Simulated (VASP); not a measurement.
# Si2Mo (P6_222) in VASP: a series of runs

One crystal, Si2Mo, is run at these levels: LDA; tasks: equation of state.

All numbers are computed with VASP 6.6.1; they aren't measurements. Logs are shortened: lines on timing, memory, paths and dates and some standing lists are left out, and cuts for length are marked.

### 1 The crystal as given

It takes space group P6_222 (No. 180, hexagonal). The conventional cell has a = 4.555 Å, b = 4.555 Å, c = 6.538 Å, α = 90.00°, β = 90.00°, γ = 120.00°. Mo (site symmetry 222) is surrounded by 10 Si at 2.55 to 2.65 Å. Si (site symmetry 2) has 5 Si at 2.54 to 2.65 Å and 5 Mo at 2.55 to 2.65 Å as nearest neighbours.

Measurements of this composition are mostly on another form, of space group No. 139.

### 2 Equation of state, LDA, 12.53 Å³/atom (a relaxed cell with its volume scaled by 0.96)

The input, INCAR:

```
SYSTEM = Si2Mo
PREC = Accurate
ENCUT = 520
EDIFF = 1E-6
ISMEAR = 0
SIGMA = 0.02
LREAL = .False.
LASPH = .True.
NELM = 80
ALGO = Normal
ISIF = 2
LWAVE = .False.
LCHARG = .False.
KPAR = 4
```

The input, KPOINTS:

```
regular mesh
0
Gamma
  6 6 4
  0 0 0
```

The input, POSCAR:

```
Si2Mo                                   
1.0
    4.4932434585      0.0000000000      0.0000000000
   -2.2466217293      3.8912629804     -0.0000000000
    0.0000000000      0.0000000000      6.4492334315
  Mo              Si            
     3     6
Direct
     0.5000000000000000    0.5000000000000000    0.8333333332999970
     0.0000000000000000    0.5000000000000000    0.1666666667000030
     0.5000000000000000    0.0000000000000000    0.5000000000000000
     0.1641794715918353    0.3283589431836705    0.5000000000000000
     0.6716410568163294    0.8358205284081646    0.1666666667000030
     0.8358205284081647    0.1641794715918352    0.8333333332999970
     0.8358205284081646    0.6716410568163295    0.5000000000000000
     0.3283589431836705    0.1641794715918353    0.1666666667000030
     0.1641794715918352    0.8358205284081648    0.8333333332999970
```

Potentials or basis: VASP PAW LDA potentials, release 64 (Mo_sv, Si).

Started as:

```bash
$ cat potpaw_LDA.64/Mo_sv/POTCAR potpaw_LDA.64/Si/POTCAR > POTCAR
$ mpirun -np 4 vasp_std > vasp.out
```

OUTCAR:

```text
SYSTEM = Si2Mo
   PREC = Accurate
   ENCUT = 520
   EDIFF = 1E-6
   ISMEAR = 0
   LREAL = .False.
   LASPH = .True.
   NELM = 80
   ISIF = 2

 ion  position               nearest neighbor table
   1  0.500  0.500  0.833-   4 2.52   7 2.52   5 2.52   8 2.52   6 2.58   9 2.58   9 2.58   6 2.58
                             6 2.61   9 2.61   3 3.11   3 3.11   2 3.11   2 3.11
   2  0.000  0.500  0.167-   4 2.52   7 2.52   6 2.52   9 2.52   8 2.58   5 2.58   5 2.58   8 2.58
                             5 2.61   8 2.61   3 3.11   3 3.11   1 3.11   1 3.11
   3  0.500  0.000  0.500-   6 2.52   9 2.52   8 2.52   5 2.52   4 2.58   7 2.58   7 2.58   4 2.58
                             4 2.61   7 2.61   2 3.11   2 3.11   1 3.11   1 3.11
   4  0.164  0.328  0.500-   6 2.50   8 2.50   1 2.52   2 2.52   7 2.56   3 2.58   3 2.58   3 2.61
                             7 2.61   7 2.61   5 3.09   9 3.09   5 3.13   9 3.13
   5  0.672  0.836  0.167-   7 2.50   6 2.50   3 2.52   1 2.52   8 2.56   2 2.58   2 2.58   2 2.61
                             8 2.61   8 2.61   4 3.09   9 3.09   4 3.13   9 3.13
   6  0.836  0.164  0.833-   4 2.50   5 2.50   3 2.52   2 2.52   9 2.56   1 2.58   1 2.58   1 2.61
                             9 2.61   9 2.61   7 3.09   8 3.09   7 3.13   8 3.13
   7  0.836  0.672  0.500-   9 2.50   5 2.50   1 2.52   2 2.52   4 2.56   3 2.58   3 2.58   3 2.61
                             4 2.61   4 2.61   8 3.09   6 3.09   8 3.13   6 3.13
   8  0.328  0.164  0.167-   4 2.50   9 2.50   3 2.52   1 2.52   5 2.56   2 2.58   2 2.58   2 2.61
                             5 2.61   5 2.61   7 3.09   6 3.09   7 3.13   6 3.13
   9  0.164  0.836  0.833-   7 2.50   8 2.50   3 2.52   2 2.52   6 2.56   1 2.58   1 2.58   1 2.61
                             6 2.61   6 2.61   4 3.09   5 3.09   4 3.13   5 3.13

  LATTYP: Found a hexagonal cell.
 ALAT       =     4.4932434585
 C/A-ratio  =     1.4353180483

  Lattice vectors:

 A1 = (   4.4932434585,   0.0000000000,   0.0000000000)
 A2 = (  -2.2466217293,   3.8912629804,   0.0000000000)
 A3 = (   0.0000000000,   0.0000000000,   6.4492334315)

Analysis of symmetry for initial positions (statically):
=====================================================================
 Subroutine PRICEL returns:
 Original cell was already a primitive cell.

 Routine SETGRP: Setting up the symmetry group for a
 hexagonal supercell.

 Subroutine GETGRP returns: Found 12 space group operations
 (whereof  4 operations were pure point group operations)
 out of a pool of 24 trial point group operations.

The static configuration has the point symmetry D_2 .
 The point group associated with its full space group is D_6 .

Analysis of symmetry for dynamics (positions and initial velocities):
=====================================================================
 Subroutine PRICEL returns:
 Original cell was already a primitive cell.

 Routine SETGRP: Setting up the symmetry group for a
 hexagonal supercell.

 Subroutine GETGRP returns: Found 12 space group operations
 (whereof  4 operations were pure point group operations)
 out of a pool of 24 trial point group operations.

The dynamic configuration has the point symmetry D_2 .
 The point group associated with its full space group is D_6 .

 Subroutine INISYM returns: Found 12 space group operations
 (whereof  4 operations are pure point group operations),
 and found     1 'primitive' translations

----------------------------------------------------------------------------------------

                                     Primitive cell

  volume of cell :     112.7609

  direct lattice vectors                    reciprocal lattice vectors
     4.493243459  0.000000000  0.000000000     0.222556380  0.128492986  0.000000000
    -2.246621729  3.891262980  0.000000000     0.000000000  0.256985972  0.000000000
     0.000000000  0.000000000  6.449233431     0.000000000  0.000000000  0.155057188

  length of vectors
     4.493243459  4.493243458  6.449233431     0.256985972  0.256985972  0.155057188

  position of ions in fractional coordinates (direct lattice)
     0.500000000  0.500000000  0.833333333
     0.000000000  0.500000000  0.166666667
     0.500000000  0.000000000  0.500000000
     0.164179472  0.328358943  0.500000000
     0.671641057  0.835820528  0.166666667
     0.835820528  0.164179472  0.833333333
     0.835820528  0.671641057  0.500000000
     0.328358943  0.164179472  0.166666667
     0.164179472  0.835820528  0.833333333

  ion indices of the primitive-cell ions
   primitive index   ion index
                 1           1
                 2           2
                 3           3
                 4           4
                 5           5
                 6           6
                 7           7
                 8           8
                 9           9

----------------------------------------------------------------------------------------

 KPOINTS: regular mesh

Automatic generation of k-mesh.
 Grid dimensions read from file:
 generate k-points for:    6    6    4

 Generating k-lattice:

  Cartesian coordinates                     Fractional coordinates (reciprocal lattice)
     0.037092730  0.021415498  0.000000000     0.166666667  0.000000000  0.000000000
     0.000000000  0.042830995  0.000000000     0.000000000  0.166666667  0.000000000
     0.000000000  0.000000000  0.038764297     0.000000000  0.000000000  0.250000000

  Length of vectors
     0.042830995  0.042830995  0.038764297

  Shift w.r.t. Gamma in fractional coordinates (k-lattice)
     0.000000000  0.000000000  0.000000000

 Subroutine IBZKPT returns following result:
 ===========================================

 Found     21 irreducible k-points:

 Following reciprocal coordinates:
            Coordinates               Weight
  0.000000  0.000000  0.000000      1.000000
  0.166667 -0.000000  0.000000      6.000000
  0.333333 -0.000000  0.000000      6.000000
  0.500000  0.000000  0.000000      3.000000
  0.166667  0.166667  0.000000      6.000000
  0.333333  0.166667  0.000000     12.000000
[... 13 lines left out ...]
  0.333333  0.166667  0.500000     12.000000
  0.333333  0.333333  0.500000      2.000000
   k-points           NKPTS =     21   k-points in BZ     NKDIM =     21   number of bands    NBANDS=     39
   number of dos      NEDOS =    301   number of ions     NIONS =      9
   total plane-waves  NPLWV =  62208
   dimension x,y,z NGX =    36 NGY =   36 NGZ =   48
   dimension x,y,z NGXF=    72 NGYF=   72 NGZF=   96
   ions per type =               3   6
   NGX,Y,Z   is equivalent  to a cutoff of  13.32, 13.32, 12.37 a.u.
   NGXF,Y,Z  is equivalent  to a cutoff of  26.64, 26.64, 24.75 a.u.
 SYSTEM =  Si2Mo
   PREC   = accura    normal or accurate (medium, high low for compatibility)
   ISTART =      0    job   : 0-new  1-cont  2-samecut
   ICHARG =      2    charge: 1-file 2-atom 10-const
   ISPIN  =      1    spin polarized calculation?
   LNONCOLLINEAR =      F non collinear calculations
   LSORBIT =      F    spin-orbit coupling
   LASPH  =      T    aspherical Exc in radial PAW
   ENCUT  =  520.0 eV  38.22 Ry    6.18 a.u.   8.35  8.35 11.99*2*pi/ulx,y,z
   NELM   =     80;   NELMIN=  2; NELMDL= -5     # of ELM steps
   EDIFF  = 0.1E-05   stopping-criterion for ELM
   LREAL  =      F    real-space projection
   EDIFFG = 0.1E-04   stopping-criterion for IOM
   NSW    =      0    number of steps for IOM
   IBRION =     -1    ionic relax: 0-MD 1-quasi-New 2-CG
   NFREE  =      0    steps in history (QN), initial steepest desc. (CG)
   ISIF   =      2    stress and relaxation
   ISYM   =      2    0-nonsym 1-usesym 2-fastsym
   POTIM  = 0.5000    time-step for ionic-motion
   TEBEG  =    0.0;   TEEND  =   0.0 temperature during run
   PSTRESS=    0.0 pullay stress
   NELECT =      66.0000    total number of electrons
   NUPDOWN=      -1.0000    fix difference up-down
   EMIN   =  10.00;   EMAX   =-10.00  energy-range for DOS
   EFERMI =   0.00;   METHOD = LEGACY
   ISMEAR =     0;   SIGMA  =   0.02  broadening in eV -4-tet -1-fermi 0-gaus
   EFERMI_NEDOS =   21; number of points for ismear=-14 and -15
   IALGO  =     38    algorithm
   IMIX   =      4    mixing-type and parameters
     AMIX     =   0.40;   BMIX     =  1.00
     AMIX_MAG =   1.60;   BMIX_MAG =  1.00
  volume/ion in A,a.u.               =      12.53        84.55
  Fermi-wavevector in a.u.,A,eV,Ry     =   1.369420  2.587828 25.515149  1.875311
  Thomas-Fermi vector in A             =   2.495297
   LORBIT       =      0    0 simple, 1 ext, 2 COOP (PROOUT), +10 PAW based schemes
   GGA     = CA    functional components
   LHFCALC =     F    Hartree Fock is set to
   AEXX    =    0.0000 exact exchange contribution
   IVDW    =     0    specifies the selected vdW correction
   LEPSILON=     F    determine dielectric tensor
   LRPA    =     F    only Hartree local field effects (RPA)
 non-spin polarized calculation
 Gauss-broadening in eV      SIGMA  =   0.02
  energy-cutoff  :      520.00
  volume of cell :      112.76
 maximum number of plane-waves:      3077
 NGX is ok and might be reduce to    36
   NGX = 17   NGY = 17   NGZ = 23

 number of electron      66.0000005 magnetization

 Free energy of the ion-electron system (eV)
  ---------------------------------------------------
  ext. energy  EPLUGINS =         0.00000000
  ---------------------------------------------------
  free energy    TOTEN  =       -77.06446339 eV

  energy without entropy =      -77.06404250  energy(sigma->0) =      -77.06425295

 E-fermi :  13.8350     XC(G=0): -12.8740

 val. band max:       13.8283709442   @ k =   0.5000   0.0000   0.0000
 cond. band min:      13.8416805208   @ k =   0.5000   0.0000   0.5000
 fundamental gap:      0.0133095767
 Fermi energy:        13.8350257325

 k-point     1 :       0.0000    0.0000    0.0000
  band No.  band energies     occupation
      1     -46.9380      2.00000
      2     -46.8963      2.00000
      3     -46.8963      2.00000
      4     -21.4328      2.00000
      5     -21.4276      2.00000
      6     -21.4276      2.00000
[... 31 lines left out ...]
     38      16.6507      0.00000
     39      16.6618      0.00000
[... 838 lines left out ...]
     38      15.6577      0.00000
     39      15.9411      0.00000

------------------------ aborting loop because EDIFF is reached ----------------------------------------

  FORCE on cell =-STRESS in cart. coord.  units (eV):
  Direction    XX          YY          ZZ          XY          YZ          ZX
  --------------------------------------------------------------------------------------
  -------------------------------------------------------------------------------------
  Total        6.9755870      6.9755870      7.5075123     -0.0000000     -0.0000000      0.0000000
  in kB       99.1134765     99.1134765    106.6714028     -0.0000000     -0.0000000      0.0000000
  external PRESSURE =     101.6327853 kB  Pullay stress =       0.0000000 kB

 VOLUME and BASIS-vectors are now :
 -----------------------------------------------------------------------------
  energy-cutoff  :      520.00
  volume of cell :      112.76
      direct lattice vectors                 reciprocal lattice vectors
     4.493243459  0.000000000  0.000000000     0.222556380  0.128492986  0.000000000
    -2.246621729  3.891262980  0.000000000     0.000000000  0.256985972  0.000000000
     0.000000000  0.000000000  6.449233431     0.000000000  0.000000000  0.155057188

 POSITION                                       TOTAL-FORCE (eV/Angst)
 -----------------------------------------------------------------------------------
      1.12331      1.94563      5.37436         0.000000     -0.000000     -0.000000
     -1.12331      1.94563      1.07487         0.000000     -0.000000      0.000000
      2.24662      0.00000      3.22462         0.000000     -0.000000      0.000000
     -0.00000      1.27773      3.22462         0.000000     -0.019497      0.000000
      1.14007      3.25240      1.07487         0.016885      0.009749      0.000000
      3.38670      0.63887      5.37436         0.016885     -0.009749      0.000000
      2.24662      2.61353      3.22462        -0.000000      0.019497      0.000000
      1.10655      0.63887      1.07487        -0.016885     -0.009749      0.000000
     -1.14007      3.25240      5.37436        -0.016885      0.009749     -0.000000
 -----------------------------------------------------------------------------------
    total drift:                               -0.000000      0.000000      0.000001

  FREE ENERGIE OF THE ION-ELECTRON SYSTEM (eV)
  ---------------------------------------------------
  free  energy   TOTEN  =       -77.0644633863 eV

  energy  without entropy=      -77.0640425040  energy(sigma->0) =      -77.06425295
```

Wall time 23 s (4 MPI ranks of Intel Xeon Platinum 8375C at 2.90GHz (Ice Lake), shared host); peak memory 0.23 GiB.

Results:

| Property | Result |
| --- | --- |
| Free energy | -77.0645 eV |
| Pressure | 10.2 GPa |
| Largest force | 0.019 eV/Å |
| Band gap on the k mesh | none (metal or under the smearing width) |

### 3 Equation of state, LDA, 12.79 Å³/atom (a relaxed cell with its volume scaled by 0.98)

INCAR is that of step 2.

KPOINTS is that of step 2.

POSCAR: that of step 2 with these lines changed.

```diff
@@ -2,5 +2,5 @@
 1.0
-    4.4932434585      0.0000000000      0.0000000000
-   -2.2466217293      3.8912629804     -0.0000000000
-    0.0000000000      0.0000000000      6.4492334315
+    4.5242323236      0.0000000000      0.0000000000
+   -2.2621161619      3.9181001249     -0.0000000000
+    0.0000000000      0.0000000000      6.4937123090
   Mo              Si
```

Potentials or basis: VASP PAW LDA potentials, release 64 (Mo_sv, Si).

Started as:

```bash
$ cat potpaw_LDA.64/Mo_sv/POTCAR potpaw_LDA.64/Si/POTCAR > POTCAR
$ mpirun -np 4 vasp_std > vasp.out
```

Wall time 23 s (4 MPI ranks of Intel Xeon Platinum 8375C at 2.90GHz (Ice Lake), shared host); peak memory 0.23 GiB.

The run converged. Its results:

```yaml
Free_energy: -77.1744 eV
Pressure: 4.8 GPa
Largest_force: 0.009 eV/Å
Band_gap_on_the_k_mesh: none (metal or under the smearing width)
```

### 4 Equation of state, LDA, 13.05 Å³/atom

INCAR is that of step 3.

KPOINTS is that of step 3.

POSCAR: that of step 3 with these lines changed.

```diff
@@ -2,5 +2,5 @@
 1.0
-    4.5242323236      0.0000000000      0.0000000000
-   -2.2621161619      3.9181001249     -0.0000000000
-    0.0000000000      0.0000000000      6.4937123090
+    4.5548023883      0.0000000000      0.0000000000
+   -2.2774011942      3.9445745775     -0.0000000000
+    0.0000000000      0.0000000000      6.5375900745
   Mo              Si
```

Started as:

```bash
$ cat potpaw_LDA.64/Mo_sv/POTCAR potpaw_LDA.64/Si/POTCAR > POTCAR
$ mpirun -np 4 vasp_std > vasp.out
```

Run time: 24 s. Hardware: 4 MPI ranks of Intel Xeon Platinum 8375C at 2.90GHz (Ice Lake), shared host; peak memory 0.24 GiB.

The run converged. Its results:

- Free energy: -77.2099 eV
- Pressure: 0.0 GPa
- Band gap on the k mesh: 0.01 eV, indirect (least direct gap 0.52 eV)

### 5 Equation of state, LDA, 13.31 Å³/atom (a relaxed cell with its volume scaled by 1.02)

INCAR is that of step 4.

KPOINTS is that of step 4.

POSCAR: that of step 4 with these lines changed.

```diff
@@ -2,5 +2,5 @@
 1.0
-    4.5548023883      0.0000000000      0.0000000000
-   -2.2774011942      3.9445745775     -0.0000000000
-    0.0000000000      0.0000000000      6.5375900745
+    4.5849675216      0.0000000000      0.0000000000
+   -2.2924837608      3.9706983492     -0.0000000000
+    0.0000000000      0.0000000000      6.5808866348
   Mo              Si
```

Started as:

```bash
$ cat potpaw_LDA.64/Mo_sv/POTCAR potpaw_LDA.64/Si/POTCAR > POTCAR
$ mpirun -np 4 vasp_std > vasp.out
```

Wall time 25 s (4 MPI ranks of Intel Xeon Platinum 8375C at 2.90GHz (Ice Lake), shared host); peak memory 0.24 GiB.

The run converged. Its results:

| Property | Result |
| --- | --- |
| Free energy | -77.1784 eV |
| Pressure | -4.3 GPa |
| Largest force | 0.010 eV/Å |
| Band gap on the k mesh | 0.02 eV, indirect (least direct gap 0.50 eV) |

### 6 Equation of state, LDA, 13.57 Å³/atom (a relaxed cell with its volume scaled by 1.04)

INCAR is that of step 5.

KPOINTS is that of step 5.

POSCAR: that of step 5 with these lines changed.

```diff
@@ -2,5 +2,5 @@
 1.0
-    4.5849675216      0.0000000000      0.0000000000
-   -2.2924837608      3.9706983492     -0.0000000000
-    0.0000000000      0.0000000000      6.5808866348
+    4.6147408722      0.0000000000      0.0000000000
+   -2.3073704362      3.9964828272     -0.0000000000
+    0.0000000000      0.0000000000      6.6236208623
   Mo              Si
```

Potentials or basis: VASP PAW LDA potentials, release 64 (Mo_sv, Si).

Started as:

```bash
$ cat potpaw_LDA.64/Mo_sv/POTCAR potpaw_LDA.64/Si/POTCAR > POTCAR
$ mpirun -np 4 vasp_std > vasp.out
```

It took 22 s on 4 MPI ranks of Intel Xeon Platinum 8375C at 2.90GHz (Ice Lake), shared host; peak memory 0.24 GiB.

Results (log left out):

- Free energy: -77.0869 eV
- Pressure: -8.2 GPa
- Largest force: 0.020 eV/Å
- Band gap on the k mesh: 0.03 eV, indirect (least direct gap 0.49 eV)

### 7 Equation of state, LDA

Potentials or basis: VASP PAW LDA potentials, release 64 (Mo_sv, Si).

This step only gathers the single runs of the series.

Results:

| Quantity | Value |
| --- | --- |
| Equilibrium volume | 13.05 Å³/atom |
| Bulk modulus at fixed shape and positions | 228 GPa |
| Pressure derivative of the bulk modulus | 4.4 (rough: it moves with the points fitted) |

Energy against volume, from the lowest point:
```tsv
volume (Å³/atom)	energy (meV/atom)
12.529	16.16
12.790	3.94
13.051	0.00
13.312	3.50
13.573	13.67
```

Caveat: the cell was scaled at fixed shape and fractional positions, which overstates the stiffness of a crystal with free parameters, most of all of layers and chains.
